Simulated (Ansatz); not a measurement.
A plane-wave DFT run in Ansatz 0.2.0 (scalar-relativistic PAW potentials unless the input names others): input and command.

```yaml
crystal:
  lattice:
    - [-4.2163272195, -4.2163272195, 4.2163272195]
    - [4.2163272195, -4.2163272195, -4.2163272195]
    - [4.2163272195, 4.2163272195, 4.2163272195]
  atoms:
    - { symbol: Ni, position: [0.2529021452, 0.5117540163, 0.25], spin: 1.6 }
    - { symbol: Ni, position: [0.0, 0.5117540163, 0.5029021452], spin: 1.6 }
    - { symbol: Ni, position: [0.5117540163, 0.2529021452, 0.25], spin: 1.6 }
    - { symbol: Ni, position: [0.2570490462, 0.2570490462, 0.5070490462], spin: 1.6 }
    - { symbol: Ni, position: [0.0, 0.2529021452, 0.7617540163], spin: 1.6 }
    - { symbol: Ni, position: [0.7411481289, 0.4882459837, 0.7382459837], spin: 1.6 }
    - { symbol: Ni, position: [0.4882459837, 0.4882459837, -0.0088518711], spin: 1.6 }
    - { symbol: Ni, position: [0.0, 0.7429509538, 0.25], spin: 1.6 }
    - { symbol: Ni, position: [0.7429509538, 0.0, 0.25], spin: 1.6 }
    - { symbol: Ni, position: [0.5117540163, 0.0, 0.5029021452], spin: 1.6 }
    - { symbol: Ni, position: [0.2529021452, 0.0, 0.7617540163], spin: 1.6 }
    - { symbol: Ni, position: [0.0, 0.0, -0.0070490462], spin: 1.6 }
    - { symbol: Ni, position: [0.7470978548, 0.2588518711, -0.0029021452], spin: 1.6 }
    - { symbol: Ni, position: [0.7470978548, 0.7470978548, 0.5088518711], spin: 1.6 }
    - { symbol: Ni, position: [0.4882459837, 0.7411481289, 0.7382459837], spin: 1.6 }
    - { symbol: Ni, position: [0.2588518711, 0.7470978548, -0.0029021452], spin: 1.6 }
    - { symbol: O, position: [0.2543782377, 0.7633893418, 0.5043782377], spin: 0.32 }
    - { symbol: O, position: [0.0, 0.7456217623, 0.7590111042], spin: 0.32 }
    - { symbol: O, position: [0.4909888958, 0.4909888958, 0.4866106582], spin: 0.32 }
    - { symbol: O, position: [0.2366106582, 0.4909888958, 0.7409888958], spin: 0.32 }
    - { symbol: O, position: [0.0, 0.5090111042, -0.0043782377], spin: 0.32 }
    - { symbol: O, position: [0.6907632075, 0.6907632075, -0.0592367925], spin: 0.32 }
    - { symbol: O, position: [0.5090111042, 0.7456217623, 0.25], spin: 0.32 }
    - { symbol: O, position: [0.0, 0.0, 0.5592367925], spin: 0.32 }
    - { symbol: O, position: [0.7633893418, 0.2543782377, 0.5043782377], spin: 0.32 }
    - { symbol: O, position: [0.4909888958, 0.2366106582, 0.7409888958], spin: 0.32 }
    - { symbol: O, position: [0.2543782377, 0.2543782377, 0.0133893418], spin: 0.32 }
    - { symbol: O, position: [0.0, 0.3092367925, 0.25], spin: 0.32 }
    - { symbol: O, position: [0.7456217623, 0.5090111042, 0.25], spin: 0.32 }
    - { symbol: O, position: [0.7456217623, 0.0, 0.7590111042], spin: 0.32 }
    - { symbol: O, position: [0.5090111042, 0.0, -0.0043782377], spin: 0.32 }
    - { symbol: O, position: [0.3092367925, 0.0, 0.25], spin: 0.32 }
    - { symbol: O, position: [0.0, 0.0, 0.25] }
basis:
  ecutwfc: 420
  xc_grid: 2
kpoints:
  mp_grid: { grid: [5, 5, 5], shift: [0.0, 0.0, 0.0] }
hamiltonian:
  xc: pbe
scf:
  occupations: { method: gaussian, width: 0.3 }
output:
  forces: true
  eigenvalues: true
magnetization:
  spin_polarized: true
```

```bash
ansatz run input.yaml --threads 4 --pin off --max-ram 10240MiB --backend cpu --events-out ev --progress --plain --runs-dir out
```

Abridged log:
```
Pseudopotentials: kind: paw
Pseudopotential: Ni, paw, valence charge 18, recommended cutoff 420 eV (normal)
Pseudopotential: O, paw, valence charge 6, recommended cutoff 420 eV (normal)
Functional definition: PBE
Crystal: 33 atoms, lattice volume = 299.822 Å³
Basis set: ecut = 420 eV, 5895 PW (Γ), exchange–correlation on 100×100×100 points (8 copies of the dense FFT grid, shifted against one another)
Bands: 253, of which v1, the nominal top of the filled ones, is band 195 counted from 1 (194 counted from 0)
Symmetry: 24 space group operations
Space group: I-43m (ITA 217), of the structure as read, at distance tolerance 6.7e-5 Å
Magnetic group: BNS 217.78 (UNI 1580), of the structure as read, at distance tolerance 6.7e-5 Å
k-points: 10 of 125 (time reversal used)
Initial density: superposition of atomic densities (chi_scale 0.1, normalization cell, long waves kept (reshape's long-wave potential 0.15 eV rms))
Starting moments: Σ|m| = 30.72 μB on 32 of 33 sites
Initial wavefunctions: pseudopotential atomic-orbital guess
Functional: x = pbe(κ = 0.804, μ = 0.21951497), c = pbe(β = 0.06672455)
SCF iter   1: F=—  HF=-103039.283661 eV  |F-HF|=—  |Δ(HF+E_count)|=         —  Δρ=2.64e-1 (↑9.01e-2 ↓2.64e-1) dr2=1.79e2  dr2_m=5.26e1  M=5.853 μB ∫|m|=5.913 μB  β_m=0.30  ethr=3.10e-3  ⟨swp⟩=5.0  Hψ=15557  notcnv=0  defer=8
Mixer restart at iter 1: flushing history
spin=Collinear: Kerker preconditioning applied to the charge; magnetization (m = ρ↑ − ρ↓) channel mixes plain (no charge-response kernel on spin).
SCF iter   2: F=—  HF=-103036.896933 eV  |F-HF|=—  |Δ(HF+E_count)|=    2.39e0  Δρ=1.29e-1 (↑7.67e-2 ↓1.29e-1) dr2=2.72e1  dr2_m=2.36e1  M=7.704 μB ∫|m|=7.783 μB  β_m=0.42  ethr=3.10e-3  ⟨swp⟩=3.0  Hψ=10314  notcnv=0  defer=731
SCF iter   3: F=—  HF=-103046.670584 eV  |F-HF|=—  |Δ(HF+E_count)|=    9.77e0  Δρ=7.07e-2 (↑3.66e-2 ↓7.07e-2) dr2=9.87e0  dr2_m=6.51e0  M=6.477 μB ∫|m|=6.588 μB  β_m=0.53  ethr=3.10e-3  ⟨swp⟩=2.4  Hψ=7675  notcnv=0  defer=712
SCF iter   4: F=—  HF=-103053.114142 eV  |F-HF|=—  |Δ(HF+E_count)|=    6.44e0  Δρ=3.64e-2 (↑3.64e-2 ↓2.58e-2) dr2=2.13e0  dr2_m=1.96e0  M=5.544 μB ∫|m|=7.159 μB  β_m=0.70  ethr=2.53e-3  ⟨swp⟩=2.2  Hψ=7621  notcnv=0  defer=684
SCF iter   5: F=—  HF=-103055.120383 eV  |F-HF|=—  |Δ(HF+E_count)|=         —  Δρ=3.89e-2 (↑3.89e-2 ↓3.10e-2) dr2=3.31e0  dr2_m=2.30e0  M=2.643 μB ∫|m|=10.315 μB  β_m=0.70  ethr=5.47e-4  ⟨swp⟩=2.0  Hψ=8889  notcnv=0  defer=684
Mixer restart at iter 5: flushing history
SCF iter   6: F=—  HF=-103055.364781 eV  |F-HF|=—  |Δ(HF+E_count)|=   2.44e-1  Δρ=3.43e-2 (↑2.31e-2 ↓3.43e-2) dr2=1.52e0  dr2_m=1.60e0  M=0.232 μB ∫|m|=11.769 μB  β_m=0.76  ethr=5.47e-4  ⟨swp⟩=2.0  Hψ=9351  notcnv=0  defer=687
SCF iter   7: F=—  HF=-103055.621750 eV  |F-HF|=—  |Δ(HF+E_count)|=         —  Δρ=3.73e-2 (↑3.58e-2 ↓3.73e-2) dr2=2.91e0  dr2_m=2.63e0  M=-1.596 μB ∫|m|=15.130 μB  β_m=0.76  ethr=3.90e-4  ⟨swp⟩=2.3  Hψ=10054  notcnv=0  defer=687
   ...
SCF iter  23: F=—  HF=-103055.249546 eV  |F-HF|=—  |Δ(HF+E_count)|=   6.75e-9  Δρ=6.20e-6 (↑1.68e-6 ↓6.20e-6) dr2=1.60e-7  dr2_m=2.07e-8  M=-10.728 μB ∫|m|=24.080 μB  β_m=0.97  ethr=1.63e-12  ⟨swp⟩=2.0  Hψ=7352  notcnv=0  defer=712
SCF iter  24: F=-103055.249546 eV  HF=-103055.249546 eV  |F-HF|=1.71e-8  |Δ(HF+E_count)|=   5.09e-9  Δρ=1.97e-6 (↑9.66e-7 ↓1.97e-6) dr2=1.86e-8  dr2_m=2.49e-9  M=-10.728 μB ∫|m|=24.080 μB  ethr=1.63e-12  ⟨swp⟩=7.8  Hψ=20540  notcnv=0
SCF 1 converged in 24 iterations: F = -103055.249546 eV  dr2 = 1.86e-8
WARN: an SCF from ferrimagnetic starting moments (-1.60, -1.60, -1.60, 1.60, -1.60, -1.60, -1.60, 1.60, 1.60, 1.60, 1.60, 1.60, 1.60, -1.60, 1.60, -1.60, 0.32, 0.32, 0.32, 0.32, 0.32, 0.32, 0.32, 0.32, 0.32, 0.32, 0.32, 0.32, 0.32, 0.32, 0.32, 0.32, 0.00 Bohr magnetons, atom by atom) was not made, by what the run has read of turns of its moments that order reads lower: the deck asks for what bars it, or types moments that do (magnetization.spin_polarized, in the input reference, names some of the keys), or the run goes by scf.lower_state_search: light, the default, which as a rule tries one on ...
SCF converged after 24 iterations
Magnetization: -10.7276 μB (189.6362 up, 200.3638 down)
Absolute magnetization: 24.1040 μB (∫|ρ↑−ρ↓|, with the PAW one-centre terms)
Spin contamination: 6.7913 ħ² per cell (⟨S²⟩ above its minimum at these occupations)
Per-site moments (μB) at R_I (Å): [(-1.22087620, 0.80171768), (-1.22087620, 0.80171768), (-1.22087620, 0.80171768), (1.37296431, 0.77434568), (-1.22087620, 0.80171768), (-1.22087620, 0.80171768), (-1.22087620, 0.80171768), (1.37296431, 0.77434568), (1.37296431, 0.77434568), (-1.22087620, 0.80171768), (-1.22087620, 0.80171768), (1.37296431, 0.77434568), (-1.22087620, 0.80171768), (-1.22087620, 0.80171768), (-1.22087620, 0.80171768), (-1.22087620, 0.80171768), (-0.13009676, 0.85078641), (-0.13009676, 0.85078641), (-0.13009676, 0.85078641), (-0.13009676, 0.85078641), (-0.13009676, 0.85078641), (0 ...
Free energy (F): -103055.249546 eV
Harris-Foulkes:  -103055.249546 eV  (|F-HF|=1.71e-8)
Internal energy: -103054.488168 eV  (E = F + TS)
E sigma→0 (E₀):  -103054.868857 eV
Entropy (-TS):   -0.761378 eV (-23.072 meV/atom)
Fermi energy:    14.157258 eV
--- Forces (eV/Å), atoms counted from 1 ---
  atom   1  Ni     0.02985073     0.00749590    -0.02985073
  atom   2  Ni    -0.00749590    -0.02985073    -0.02985073
  atom   3  Ni    -0.02985073     0.00749590     0.02985073
  atom   4  Ni    -0.03066514     0.03066514    -0.03066514
  atom   5  Ni    -0.00749590     0.02985073     0.02985073
  atom   6  Ni     0.00749590     0.02985073    -0.02985073
  atom   7  Ni    -0.02985073    -0.00749590    -0.02985073
  atom   8  Ni     0.03066514    -0.03066514    -0.03066514
  atom   9  Ni    -0.03066514    -0.03066514     0.03066514
  atom  10  Ni    -0.02985073    -0.02985073    -0.00749590
  atom  11  Ni     0.02985073     0.02985073    -0.00749590
  atom  12  Ni     0.03066514     0.03066514     0.03066514
  atom  13  Ni     0.02985073    -0.02985073     0.00749590
  atom  14  Ni     0.02985073    -0.00749590     0.02985073
  atom  15  Ni    -0.02985073     0.02985073     0.00749590
  atom  16  Ni     0.00749590    -0.02985073     0.02985073
  atom  17  O      0.00986307    -0.00986307     0.05598468
  atom  18  O     -0.05598468     0.00986307     0.00986307
  atom  19  O     -0.00986307    -0.05598468    -0.00986307
  atom  20  O      0.05598468     0.00986307    -0.00986307
  atom  21  O     -0.05598468    -0.00986307    -0.00986307
  atom  22  O     -0.08494055     0.08494055    -0.08494055
  atom  23  O     -0.00986307     0.05598468     0.00986307
  atom  24  O      0.08494055     0.08494055     0.08494055
  atom  25  O      0.05598468    -0.00986307     0.00986307
  atom  26  O     -0.00986307     0.00986307     0.05598468
  atom  27  O      0.00986307    -0.05598468     0.00986307
  atom  28  O      0.08494055    -0.08494055    -0.08494055
  atom  29  O      0.00986307     0.05598468    -0.00986307
  atom  30  O      0.00986307     0.00986307    -0.05598468
  atom  31  O     -0.00986307    -0.00986307    -0.05598468
  atom  32  O     -0.08494055    -0.08494055     0.08494055
  atom  33  O      0.00000000     0.00000000     0.00000000
```

Apart from outputs, empty bands and the relaxation, which only the reference makes, the input differs from a reference run on usual settings in scf.occupations.width: 0.1 → 0.3. The reference, at the same geometry, ended its own course with largest force 0.031 eV/Å, no gap on the mesh. This run converged in 24 SCF iterations with an energy at zero smearing 3.27 meV/atom above the reference's, largest force 0.147 eV/Å, no gap on the mesh. Its smearing width is looser than usual, and the result moved.

Moments start parallel, and another magnetic order may lie lower. No Hubbard U is used, which oxides and halides of open 3d shells often need for their gap.

Time: 49 s on 4 threads of AMD EPYC 9R45 96-Core Processor (Zen 5), with other jobs on the host, peak memory 2.4 GiB.